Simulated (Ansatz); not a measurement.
# Ti3SiC2, response to strain

Start from Ti3SiC2 (space group P6_3/mmc, No. 194; a = 3.0728 Å, c = 17.7228 Å). Axes: x lies along a and z along c of the hexagonal cell.

Strains are applied to the cell and any free atomic positions relax; under stress the whole cell relaxes.

Level of theory: DFT with PBE, PAW potentials and a 420 eV plane-wave cutoff in Ansatz (an electronic-structure program), without spin-orbit coupling.

Candidates:
(a) strain tensor (xx, yy, zz, yz, xz, xy) = (−0.31, −0.59, +1.36, +1.13, +0.24, +0.80) %
(b) tensor shear ε_xz = −1.57 %
(c) uniaxial stress, 2 GPa compression along x

Notes on the quantities. energy relative to the base: free energy F.

Order them by energy relative to the base, lowest first.

(c) uniaxial stress, 2 GPa compression along x (+0.5 meV/atom), (b) tensor shear ε_xz = −1.57 % (+5.8 meV/atom), (a) strain tensor (xx, yy, zz, yz, xz, xy) = (−0.31, −0.59, +1.36, +1.13, +0.24, +0.80) % (+6.4 meV/atom)

Without a gap, meshes like the base's 14×14×3 leave anisotropic stresses uncertain by several tenths of a GPa, and small strain energies with them. Stability under load was not tested beyond the relaxation. The final runs are not spin-polarised.
